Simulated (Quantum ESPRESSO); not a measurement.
# Simulated XPS, UPS and emission spectra of BaTe

What would valence photoemission of BaTe look like, and what sets its shape? Spin–orbit coupling is left out of the bands throughout.

Calculated with Quantum ESPRESSO 7.5; DFT, PBEsol, plane waves, ultrasoft GBRV pseudopotentials, scalar-relativistic.

This is a report of a sequence of runs, with most program output left out.

The database entry behind the starting cell differs from later determinations by our own check (about 2.5 % short), so it need not match the best structure at ambient conditions.

## Step 1: The starting structure

Symmetry: Fm-3m, No. 225, cubic system. The conventional cell has a = 6.820 Å, b = 6.820 Å, c = 6.820 Å, α = 90.00°, β = 90.00°, γ = 90.00°. Nearest to Ba lie 6 Te at 3.41 Å. Te has 6 Ba at 3.41 Å nearest. Farther neighbours and most contacts between anions are not listed.

## Step 2: The base run: self-consistent run

First the self-consistent run; potential, DOS and bands follow from it in later steps.

scf.in reads:

```
&control
  calculation = 'scf'
  prefix = 'pes'
  outdir = './tmp'
  pseudo_dir = './pp'
  tprnfor = .true.
  tstress = .true.
/
&system
  ibrav = 0
  nat = 2
  ntyp = 2
  ecutwfc = 40.0
  ecutrho = 200.0
  occupations = 'smearing'
  nbnd = 16
  smearing = 'fd'
  degauss = 0.00147
/
&electrons
  conv_thr = 1.2e-08
  mixing_beta = 0.5
  electron_maxstep = 120
/
ATOMIC_SPECIES
Ba 137.3270 ba_pbesol_v1.uspp.F.UPF
Te 127.6000 te_pbesol_v1.uspp.F.UPF
CELL_PARAMETERS angstrom
 0.000000000 3.410000000 3.410000000
 3.410000000 0.000000000 3.410000000
 3.410000000 3.410000000 0.000000000
ATOMIC_POSITIONS crystal
Ba 0.000000000 0.000000000 0.000000000
Te 0.500000000 0.500000000 0.500000000
K_POINTS automatic
8 8 8 0 0 0
```

Run with:

```bash
> OMP_NUM_THREADS=1 mpirun -n 4 pw.x -nk 4 -in scf.in > scf.out
```

It took 7.5 s on 4 MPI ranks of Arm Neoverse V1, shared host.

Numbers from this step:

```
free energy       : -1317.9339 eV
Fermi energy      : 6.600 eV
pressure          : 2.051 GPa
gap on the k-mesh : 1.284 eV
```

At this level the gap is 1.28 eV on the k-mesh of the self-consistent run, which can miss the band edges.

## Step 3: The base run: levels for the DOS

The levels for the density of states are solved on the fixed potential, without another SCF cycle.

nscf.in, as its differences from scf.in of step 2:

```diff
@@ -1,3 +1,3 @@
 &control
-  calculation = 'scf'
+  calculation = 'nscf'
   prefix = 'pes'
@@ -5,4 +5,3 @@
   pseudo_dir = './pp'
-  tprnfor = .true.
-  tstress = .true.
+  verbosity = 'high'
 /
@@ -23,2 +22,3 @@
   electron_maxstep = 120
+  diago_full_acc = .true.
 /
@@ -35,2 +35,2 @@
 K_POINTS automatic
-8 8 8 0 0 0
+12 12 12 0 0 0
```

Run with:

```bash
> OMP_NUM_THREADS=1 mpirun -n 4 pw.x -nk 4 -in nscf.in > nscf.out
```

Wall time 15 s (4 MPI ranks); 60 s of CPU time.

This step gave:

- Fermi energy: 6.907 eV

## Step 4: Projected DOS and spectra

projwfc.x splits the states by atom and shell, which the spectra need, since each shell has its own cross section.

projwfc.in reads:

```
&projwfc
  prefix = 'pes'
  outdir = './tmp'
  filpdos = 'pes'
  ngauss = 0
  degauss = 0.00735
  DeltaE = 0.05
  Emin = -23.09
  Emax = 18.91
/
```

Run with:

```bash
> OMP_NUM_THREADS=1 mpirun -n 4 projwfc.x -nk 4 -in projwfc.in > projwfc.out
```

Wall time 1.3 s (4 MPI ranks).

Numbers from this step:

```
zero of energy                                 : valence-band maximum
gap from the DOS mesh                          : 1.284 eV
share of occupied states in no projected shell : 0.0017 of the occupied states in the window
```

The DOS has structure finer than the step of the table below, so its rows give means over 1 eV, whole bins alone (the curve runs from -27.0 to 7.13 eV). Peaks (eV: height): total -26.7: 10.6, -12.0: 15.6, -1.1: 7.38, 5.0: 5.12; Ba 5p -12.0: 14.8; Te 5p -1.1: 5.00; Te 5s -12.3: 0.375, -9.1: 2.60; Ba 5d -1.1: 1.6, 4.3: 2.44, 5.0: 3.32, 5.7: 2.83.

The DOS by E, zero at the valence-band maximum; means over each step; 7 of 8 lines; values in states/eV/cell:

```csv
E (eV),total,Ba 5p,Te 5p,Te 5s,Ba 5d,Ba 6p,Ba 6s
-26,0.0687,0,6.4e-4,3.6e-6,4.0e-4,0.00253,5.8e-4
-25,0,0,0,0,0,0,0
-24,0,0,0,0,0,0,0
-23,0,0,0,0,0,0,0
-22,0,0,0,0,0,0,0
-21,0,0,0,0,0,0,0
-20,0,0,0,0,0,0,0
-19,0,0,0,0,0,0,0
-18,0,0,0,0,0,0,0
-17,0,0,0,0,0,0,0
-16,0,0,0,0,0,0,0
-15,0,0,0,0,0,0,0
-14,0,0,0,0,0,0,0
-13,0.0743,0.0589,3.3e-4,0.00573,6.4e-4,0.00823,4.3e-4
-12,5.93,5.42,0.104,0.115,0.0553,0.199,0.0334
-11,2.7e-5,2.5e-5,0,0,0,1.4e-6,0
-10,0.0583,0,5.2e-5,0.0379,0.00419,0.00607,0.0100
-9,1.94,0,0.00323,1.24,0.174,0.464,0.0614
-8,2.6e-4,0,0,1.6e-4,0,8.8e-5,6.9e-7
-7,0,0,0,0,0,0,0
-6,0,0,0,0,0,0,0
-5,0,0,0,0,0,0,0
-4,0,0,0,0,0,0,0
-3,0.00420,0,0.00239,6.1e-6,9.4e-4,4.5e-5,8.1e-4
-2,1.46,0,0.887,0.0111,0.253,0.111,0.192
-1,3.99,0,2.81,0.00824,0.772,0.346,0.0445
0,0.548,0,0.462,6.3e-4,0.0567,0.0220,0.00137
1,0.0343,0,0.00116,1.2e-5,0.0324,7.4e-5,2.0e-5
2,0.536,0,0.0464,0.00178,0.458,0.00778,0.00186
3,1.31,0,0.120,0.0324,0.975,0.0719,0.0263
4,2.20,0,0.143,0.118,1.50,0.141,0.118
5,3.52,0,0.282,0.163,2.29,0.195,0.303
6,2.76,0,0.192,0.131,1.62,0.256,0.244
```

Sums over each group's atoms; a table of it gives point samples, which can step over narrow peaks. The DOS of the group by E, zero at the valence-band maximum; values in states/eV:

| E (eV) | Ba1: Ba 5p | Te2: Te 5p | Te2: Te 5s | Ba1: Ba 5d | Ba1: Ba 6p | Ba1: Ba 6s | Ba1: Ba 5s |
| --- | --- | --- | --- | --- | --- | --- | --- |
| -13 | 0 | 0 | 0 | 0 | 0 | 0 | 0 |
| -12 | 14.1 | 0.235 | 0.0843 | 0.0970 | 0.295 | 0.0408 | 0 |
| -11 | 0 | 0 | 0 | 0 | 0 | 0 | 0 |
| -10 | 0 | 0 | 2.3e-4 | 0 | 8.8e-6 | 1.1e-4 | 0 |
| -9 | 0 | 0.00564 | 2.07 | 0.257 | 0.859 | 0.0697 | 0 |
| -8 | 0 | 0 | 0 | 0 | 0 | 0 | 0 |
| -7 | 0 | 0 | 0 | 0 | 0 | 0 | 0 |
| -6 | 0 | 0 | 0 | 0 | 0 | 0 | 0 |
| -5 | 0 | 0 | 0 | 0 | 0 | 0 | 0 |
| -4 | 0 | 0 | 0 | 0 | 0 | 0 | 0 |
| -3 | 0 | 0 | 0 | 0 | 0 | 0 | 0 |
| -2 | 0 | 1.08 | 0.0134 | 0.331 | 0.112 | 0.262 | 0 |
| -1 | 0 | 4.20 | 0.00920 | 1.25 | 0.574 | 0.0322 | 0 |
| 0 | 0 | 0.145 | 1.1e-4 | 0.0102 | 0.00304 | 2.0e-4 | 0 |
| 1 | 0 | 0 | 0 | 7.4e-4 | 0 | 0 | 0 |
| 2 | 0 | 0.0550 | 0.00165 | 0.507 | 0.00769 | 0.00203 | 0 |
| 3 | 0 | 0.119 | 0.0240 | 0.927 | 0.0613 | 0.0175 | 0 |
| 4 | 0 | 0.125 | 0.0950 | 1.23 | 0.135 | 0.0856 | 0 |
| 5 | 0 | 0.326 | 0.197 | 2.82 | 0.232 | 0.443 | 0 |
| 6 | 0 | 0.189 | 0.118 | 1.68 | 0.196 | 0.231 | 0 |
| 7 | 0 | 0.152 | 0.0228 | 0.370 | 0.238 | 0.282 | 0 |

This run's widths, added to any smearing of the DOS itself: Gaussian 0.2 eV, Lorentzian 0.2 eV plus 0.03 an eV of depth. Intensity against binding energy, zero at the valence-band maximum; values in % of the maximum within 13 eV:

```csv
binding energy (eV),21.2 eV,60 eV,1253.6 eV,1486.7 eV,9251.7 eV
0,9.78,3.72,3.95,3.88,3.16
2,29.4,13.4,11.8,11.5,9.44
4,0.642,0.517,0.475,0.469,0.473
6,0.243,0.589,0.531,0.529,0.641
8,0.436,2.38,1.96,1.95,2.90
10,0.682,5.40,4.65,4.63,6.18
12,-,98.9,98.8,98.8,98.9
14,-,2.87,2.85,2.85,2.95
16,-,0.766,0.763,0.763,0.843
18,-,0.402,0.410,0.410,0.509
20,-,0.317,0.339,0.339,0.492
22,-,0.387,0.437,0.438,0.737
24,-,0.881,1.04,1.04,1.92
26,-,8.60,10.3,10.4,19.8
```

Maxima picked by a test of local sharpness, so broad peaks and shoulders can be missing; peaks within 0.45 eV of a curve's cut are left out. Valence peaks, by row:

```
photon energy (eV)  binding energy (eV)  height (% of the maximum within 13 eV)  main shell  its share (%)
              21.2                 9.15                                   5.438       Ba 5d          80.62
              21.2               0.9996                                     100       Te 5p          75.28
                60                   12                                     100       Ba 5p          96.63
                60                  9.1                                   25.91       Te 5s          79.34
                60               0.9996                                   42.29       Te 5p          50.42
              1254                   12                                     100       Ba 5p          97.33
              1254                  9.1                                   19.47       Te 5s          84.87
              1254               0.9996                                    38.3       Te 5p          81.22
              1487                   12                                     100       Ba 5p          97.37
              1487                  9.1                                   19.37       Te 5s          85.42
              1487               0.9996                                   37.33       Te 5p          82.53
              9252                   12                                     100       Ba 5p          96.62
              9252                  9.1                                   32.74       Te 5s          93.61
              9252               0.9996                                   28.55       Te 5p          92.98
```

Window up to 7.1 eV. Shell moments, by row:

| element | shell | occupied states an atom | centre of occupied part (eV) | rms width of occupied part (eV) | centre up to the window's top (eV) | rms width up to the window's top (eV) |
| --- | --- | --- | --- | --- | --- | --- |
| Ba | 5s | 1.875 | -26.68 | 0.07095 | -26.68 | 0.07095 |
| Ba | 6s | 0.3604 | -5.339 | 6.019 | 2.476 | 5.916 |
| Ba | 5p | 5.477 | -12.04 | 0.1891 | -12.04 | 0.1891 |
| Ba | 6p | 1.235 | -7.654 | 6.632 | -2.291 | 8.212 |
| Ba | 5d | 1.329 | -2.923 | 4.043 | 3.419 | 3.366 |
| Te | 5s | 1.418 | -9.271 | 1.306 | -5.736 | 6.27 |
| Te | 5p | 4.289 | -1.467 | 2.425 | -0.376 | 3.299 |

Recipe: projected DOS times atomic cross section and asymmetry factor (linear light, 10° from the polarisation), occupied states only, a Lorentzian width of 0.2 eV growing by 0.03 eV per eV of binding energy, and a resolution of 0.2 eV. Curves are cut 10 eV under the photon energy, above any shell that the free atom's threshold puts out of reach, or at the lower edge of the window: 10.9 eV at 21.2 eV, 27 eV at 60 eV, 27 eV at 1253.6 eV, 27 eV at 1486.7 eV and 27 eV at 9251.7 eV. Matrix elements of the solid and inelastic losses aren't modelled, nor non-dipole terms, which matter above 3 keV.

Share of each shell in the spectrum's area (%), by photon energy:

```
shell  21.2 eV  60 eV  1253.6 eV  1486.7 eV  9251.7 eV
Ba 5s      0.0   11.3       14.0       14.1       23.5
Ba 5p      0.0   51.0       52.7       53.0       45.7
Ba 5d     24.7   12.9        4.2        3.8        0.6
Te 5s      0.3   11.2        9.2        9.3       14.9
Te 5p     74.0   12.8       19.1       19.0       14.2
```

## Step 5: The base run: bands

The bands are solved at chosen points on the fixed potential.

bands.in, as its differences from nscf.in of step 3:

```diff
@@ -1,3 +1,3 @@
 &control
-  calculation = 'nscf'
+  calculation = 'bands'
   prefix = 'pes'
@@ -34,3 +34,12 @@
 Te 0.500000000 0.500000000 0.500000000
-K_POINTS automatic
-12 12 12 0 0 0
+K_POINTS crystal
+92
+ 0.00000000 0.00000000 0.00000000 1
+ 0.03333333 0.00000000 0.03333333 1
+ 0.06666667 0.00000000 0.06666667 1
+ 0.10000000 0.00000000 0.10000000 1
+ 0.13333333 0.00000000 0.13333333 1
+ 0.16666667 0.00000000 0.16666667 1
+ ! [... 84 more points ...]
+ 0.50000000 0.01666667 0.51666667 1
+ 0.50000000 0.00000000 0.50000000 1
```

Run with:

```bash
> OMP_NUM_THREADS=1 mpirun -n 4 pw.x -nk 4 -in bands.in > bands.out
```

The job ended after 19 s (4 MPI ranks).

Numbers from this step:

| Quantity | Value |
| --- | --- |
| gap on the path | 1.284 eV |
| least direct gap on the path | 1.639 eV |
| valence top on path | 5.00e-4 eV |

Electronic bands along the path, in eV, zero at the valence-band maximum; v1 is the highest filled band, c1 the lowest empty one:

```
          point     v4     v3     v2     v1    c1    c2    c3    c4
              Γ  -9.72   0.00   0.00   0.00  2.85  2.85  2.85  3.13
0.47 of the way  -9.30  -1.61  -0.30  -0.30  1.96  3.88  3.95  4.46
              X  -9.49  -1.11  -0.35  -0.35  1.28  4.58  4.92  6.00
0.53 of the way  -9.39  -1.10  -0.76  -0.52  1.69  4.98  5.37  5.73
              U  -9.20  -1.36  -1.06  -0.82  2.44  5.12  5.35  5.45
      jump to K  -9.20  -1.36  -1.06  -0.82  2.44  5.12  5.35  5.45
0.53 of the way  -9.13  -1.68  -0.97  -0.52  3.20  3.48  3.96  4.44
              Γ  -9.72   0.00   0.00   0.00  2.85  2.85  2.85  3.13
0.47 of the way  -9.23  -1.37  -0.69  -0.69  3.00  3.54  3.54  4.99
              L  -8.71  -2.44  -1.25  -1.25  4.08  5.01  5.15  5.15
0.47 of the way  -8.92  -2.02  -1.11  -1.10  3.68  4.05  5.43  5.68
              W  -9.18  -1.40  -0.95  -0.95  3.46  3.46  5.02  5.46
0.47 of the way  -9.32  -1.08  -0.98  -0.67  2.07  4.84  5.03  5.70
              X  -9.49  -1.11  -0.35  -0.35  1.28  4.58  4.92  6.00
```

At this level the gap is 1.28 eV on the path.

The path shows an indirect gap of 1.28 eV (valence top at Γ, conduction bottom at X). The least direct gap is 1.64 eV.

## Step 6: Other settings: self-consistent run

The geometry of step 2 again, with the cutoff, the density grid and the k-mesh changed.

This step: DFT, PBEsol, plane waves, ultrasoft GBRV pseudopotentials, scalar-relativistic; changed: K_POINTS = [5, 5, 5], ecutwfc = 50 (Quantum ESPRESSO 7.5).

Other settings are tried.

Edit scf.in of step 2 so:

```diff
@@ -12,4 +12,4 @@
   ntyp = 2
-  ecutwfc = 40.0
-  ecutrho = 200.0
+  ecutwfc = 50.0
+  ecutrho = 250.0
   occupations = 'smearing'
@@ -35,2 +35,2 @@
 K_POINTS automatic
-8 8 8 0 0 0
+5 5 5 0 0 0
```

Run with:

```bash
> OMP_NUM_THREADS=1 mpirun -n 4 pw.x -nk 4 -in scf.in > scf.out
```

Elapsed: 6.4 s, on 4 MPI ranks.

Residual by cycle:

cycle, log10 residual and a bar from the least value:
```
        1       -0.4 ##############################
        2       -1.4 #########################
        3       -2.1 ######################
        4       -3.9 ##############
        5       -4.6 ###########
        6       -5.8 ######
        7       -7.1
```

The run finished with changed settings (K_POINTS = [5, 5, 5] and ecutwfc = 50); it serves as a test.

## Step 7: Other settings: levels for the DOS

This step: DFT, PBEsol, plane waves, ultrasoft GBRV pseudopotentials, scalar-relativistic (Quantum ESPRESSO 7.5).

Edit nscf.in of step 3 so:

```diff
@@ -11,4 +11,4 @@
   ntyp = 2
-  ecutwfc = 40.0
-  ecutrho = 200.0
+  ecutwfc = 50.0
+  ecutrho = 250.0
   occupations = 'smearing'
```

Run with:

```bash
> OMP_NUM_THREADS=1 mpirun -n 4 pw.x -nk 4 -in nscf.in > nscf.out
```

It took 24 s on 4 MPI ranks.

The run finished; it serves as a test, and its numbers are not taken as the result.

## Step 8: Projected DOS and spectra

This step: DFT, PBEsol, plane waves, ultrasoft GBRV pseudopotentials, scalar-relativistic; changed: K_POINTS = [5, 5, 5], ecutwfc = 50 (Quantum ESPRESSO 7.5).

projwfc.in is that of step 4.

Run with:

```bash
> OMP_NUM_THREADS=1 mpirun -n 4 projwfc.x -nk 4 -in projwfc.in > projwfc.out
```

Elapsed: 1.4 s, on 4 MPI ranks.

The run finished with changed settings (K_POINTS = [5, 5, 5] and ecutwfc = 50); it serves as a test.

The two runs compared:

| quantity | this run | sound run | difference |
| --- | --- | --- | --- |
| gap from the DOS mesh (eV) | 1.281 | 1.284 | -0.00300 |
| share of occupied states in no projected shell (of the occupied states in the window) | 0.0012 | 0.0017 | -5.0e-4 |

## Step 9: Other settings: self-consistent run: mixing_beta = 0.7 and mixing_mode = "local-TF"

This step: DFT, PBEsol, plane waves, ultrasoft GBRV pseudopotentials, scalar-relativistic; changed: mixing_beta = 0.7, mixing_mode = "local-TF" (Quantum ESPRESSO 7.5).

Some settings are changed to see whether the read-outs move.

Edit scf.in of step 6 so:

```diff
@@ -12,4 +12,4 @@
   ntyp = 2
-  ecutwfc = 50.0
-  ecutrho = 250.0
+  ecutwfc = 40.0
+  ecutrho = 200.0
   occupations = 'smearing'
@@ -21,4 +21,6 @@
   conv_thr = 1.2e-08
-  mixing_beta = 0.5
+  mixing_beta = 0.7
   electron_maxstep = 120
+  mixing_mode = 'local-TF'
+  mixing_ndim = 4
 /
@@ -35,2 +37,2 @@
 K_POINTS automatic
-5 5 5 0 0 0
+8 8 8 0 0 0
```

Run with:

```bash
> OMP_NUM_THREADS=1 mpirun -n 4 pw.x -nk 4 -in scf.in > scf.out
```

Wall time 7.8 s (4 MPI ranks); 31 s of CPU time.

Numbers from this step:

```yaml
fermi_energy: 6.600 eV
pressure: 2.049 GPa
```

Against step 2 (now other mixing), the free energy stays within 0.05 meV an atom and the gap on the k-mesh stays at 1.28 eV. The two runs end at the same energy.

## Step 10: Other settings: levels for the DOS: mixing_beta = 0.7 and mixing_mode = "local-TF"

Edit nscf.in of step 7 so:

```diff
@@ -11,4 +11,4 @@
   ntyp = 2
-  ecutwfc = 50.0
-  ecutrho = 250.0
+  ecutwfc = 40.0
+  ecutrho = 200.0
   occupations = 'smearing'
@@ -20,5 +20,7 @@
   conv_thr = 1.2e-08
-  mixing_beta = 0.5
+  mixing_beta = 0.7
   electron_maxstep = 120
+  mixing_mode = 'local-TF'
   diago_full_acc = .true.
+  mixing_ndim = 4
 /
```

Run with:

```bash
> OMP_NUM_THREADS=1 mpirun -n 4 pw.x -nk 4 -in nscf.in > nscf.out
```

The job ended after 15 s (4 MPI ranks; 60 s of CPU time).

Numbers from this step:

| Quantity | Value |
| --- | --- |
| Fermi energy | 6.907 eV |

## Step 11: Results

* least gap on the mesh and the path: 1.28 eV
* strongest listed peak within 13 eV of the zero, at 1486.7 eV: 12.0 eV binding, mostly Ba 5p
* strongest listed peak within 13 eV of the zero, at 21.2 eV: 1.0 eV binding, mostly Te 5p
* Ba 5d centre of the filled part: -2.92 eV (1.3 states an atom)

**Reading.** BaTe is an insulator or semiconductor at the base level (gap 1.28 eV), and its valence spectrum changes with photon energy as the shells' cross sections do. At 21.2 eV the valence spectrum has its highest listed peak within 10.5 eV at 1.0 eV (Te 5p). At 1486.7 eV the valence spectrum has its highest listed peaks within 13 eV at 1.0 eV (Te 5p) and 12.0 eV (Ba 5p). The shell named is the one with most of the intensity, cross sections included, not always the one with most states there. In the main run, from 1486.7 eV towards hard X-rays the Ba 5s share grows by 9 points, as its cross section falls more slowly with photon energy than those of the shells it gains on. At 21.2 eV the area is led by Te 5p (74 %), at 9251.7 eV by Ba 5p (46 %), a shell that the model's window at 21.2 eV leaves out. These are Kohn–Sham levels; self-energy shifts and satellites are missing. Semilocal Kohn–Sham gaps are too small as a rule. Runs of this task that aren't shown: a run on the same cell and settings as one shown (Quantum ESPRESSO). Spin–orbit coupling is left out, which matters for the heavy atoms here.

[Logs are printed without paths, hosts, clocks, repeated set-up lines and the standing remarks that a program may print on its own settings, such as how far it seeks lower states.]

[Hosts, paths, dates, database ids (printed as entryN), source tags and the programs' standing remarks are cut or masked in the printed files.]

[Maps of the electrostatic potential energy from Ansatz leave out the sawtooth potential of an applied field or a dipole correction, so their vacuum need not be flat; work functions include it.]

[Peak lists hold at most the 14 tallest peaks of each spectrum; further lines can be left out.]
